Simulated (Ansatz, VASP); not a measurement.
Zn: VASP beside Ansatz

```
Zn
1.0
    -1.50564    1.50564    1.52566
     1.50564   -1.50564    1.52566
     1.50564    1.50564   -1.52566
Zn
1
Direct
  0.00000 0.00000 0.00000
```

Change from the starting cell: normal strain along x +0.0000, normal strain along z +0.0133.

Alike in both runs: task single point; functional LDA; k mesh 20 × 20 × 20; occupations gaussian, width 0.15 eV; no spin polarisation.

|  | VASP | Ansatz |
| --- | --- | --- |
| version | VASP 6.6.1 | Ansatz 0.2.0 |
| potentials or method | VASP PAW LDA potentials, release 64 (Zn) | scalar-relativistic, plane waves, PAW |
| plane-wave cutoff (eV) | 520 | 520 |
| valence electrons in the cell | 12 | 12 |

```csv
,VASP,Ansatz,Ansatz less VASP
gap on the k mesh at the Fermi level (eV),none,none,-
pressure (GPa),-0.5,-1.1,-0.67
largest component of the traceless stress (GPa),0.53,0.55,+0.022
```

A gap of «none» marks a metal or a gap that the smearing closes.
